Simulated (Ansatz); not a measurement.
The system is Si2W.

```xyz
9
Lattice="4.6169 0.0000 0.0000 -2.3084 3.9983 0.0000 0.0000 0.0000 6.6532" Properties=species:S:1:pos:R:3 pbc="T T T"
W     2.3084    0.0000    3.3266
W     1.1542    1.9992    5.5444
W    -1.1542    1.9992    1.1089
Si    1.1332    0.6542    1.1089
Si    3.4837    0.6542    5.5444
Si    0.0000    1.3085    3.3266
Si    1.1753    3.3441    1.1089
Si   -1.1753    3.3441    5.5444
Si    2.3084    2.6899    3.3266
```

Measurements of this composition are mostly on another form, of space group No. 139.

| Property | Result |
| --- | --- |
| Program | Ansatz 0.2.0 |
| Task | relaxation of cell and atoms |
| Functional | PBE |
| Dispersion | D4 |
| Potentials or basis | Ansatz PAW |
| Cutoff | 420 eV (not typed: the program's choice for these potentials) |
| k mesh | 7 × 7 × 4 |
| Occupations | fermi-dirac, width 0.05 eV |
| Spin | no spin polarisation |

At the start: volume 13.65 Å³/atom.

**Question.** Where does the relaxation end?

**Answer.** It ends after 5 steps and the volume is 13.25 Å³/atom (-2.9 %); space group P6_222 (No. 180, to 0.05 Å).

The path:
```
step  energy change (eV)  largest force (eV/Å)  volume (Å³)
   1              0.0000                0.0068       122.82
   2             -0.0589                0.0871       117.66
   3             -0.0756                0.0105       119.34
   4             -0.0757                0.0028       119.25
   5             -0.0748                0.0028       119.25
```

Final structure:
```
CELL_PARAMETERS angstrom
4.57068 0.00000 0.00000
-2.28534 3.95832 0.00000
0.00000 0.00000 6.59145
ATOMIC_POSITIONS crystal
W 0.50000 0.00000 0.50000
W 0.50000 0.50000 0.83333
W 0.00000 0.50000 0.16667
Si 0.32715 0.16358 0.16667
Si 0.83642 0.16358 0.83333
Si 0.16358 0.32715 0.50000
Si 0.67285 0.83642 0.16667
Si 0.16358 0.83642 0.83333
Si 0.83642 0.67285 0.50000
```

Caveat: the plane-wave basis is chosen anew once the cell has moved, so the energies of steps on either side of that aren't comparable.
